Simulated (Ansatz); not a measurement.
Zone-centre modes in BP

The calculation used DFT PBE, scalar-relativistic, plane waves, PAW in Ansatz 0.2.0. Cutoff 420 eV, Γ-centred 12×12×10 k-points, Gaussian smearing of 0.05 eV. No spin polarisation.

The starting cell (relaxed at this level):

```
B P
1.0
     0.00000   -2.27415   -2.27415
    -2.27415    0.00000   -2.27415
     2.27415    2.27415   -4.54830
B P
2 2
Direct
  0.00000 0.00000 0.00000
  0.50000 0.50000 0.50000
  0.37500 0.37500 0.87500
  0.87500 0.87500 0.37500
```

Harmonic modes by finite displacements of 0.02 Å, without the LO–TO term. The cell doubles the primitive one, so its zone centre also holds the primitive cell's point q = (0, 0, 1/2).

Q: At this geometry, is the structure stable against these modes?

A: Yes: no mode is imaginary beyond 10 cm⁻¹, and only the three translations lie near zero.

Q: List the wavenumbers in cm⁻¹.

A: 0, 0, 0, 224, 224, 506, 751, 757, 757, 799, 799, 799.

Cost: 1 run of about 2.1 core-minutes, on Intel Xeon Platinum 8559C (Emerald Rapids) (shared hosts).